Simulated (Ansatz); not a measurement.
Crystal: BN.

```xyz
2
Lattice="0.0000 3.4953 2.1661 1.2516 0.0000 2.1661 1.2516 3.4953 0.0000" Properties=species:S:1:pos:R:3 pbc="T T T"
N     1.2516    3.4953    2.8881
B     1.2516    3.4953    0.0002
```

Measurements of this composition are mostly on another form, of space group No. 194.

Base run:

| Item | Value |
| --- | --- |
| Program | Ansatz 0.2.0 |
| Functional | PBE |
| Potentials or basis | all-electron PAW datasets made for the crystal |
| Cutoff | 580 eV (chosen from the basis error) |
| k mesh | 8 × 8 × 8 |
| Occupations | fermi-dirac, width 0.05 eV |
| Spin | no spin polarisation |

Its results: band gap on the k mesh 3.82 eV, indirect (least direct gap 4.80 eV); pressure 3.2 GPa; largest force 0.010 eV/Å.

Q: The run is repeated on the same cell with these changes: potentials or basis from all-electron PAW datasets made for the crystal to all-electron LAPW, scalar-relativistic; cutoff from 580 eV (chosen from the basis error) to 525 eV (chosen from the basis error); k mesh from 8 × 8 × 8 to 13 × 13 × 13. What comes out?

A: Band gap on the k mesh 3.90 eV, indirect (least direct gap 4.65 eV); pressure 3.2 GPa; largest force 0.010 eV/Å.

Caveats: the mesh misses the band edges, which the band path finds closer together (some runs).

The runs don't all hold the same shells in valence.
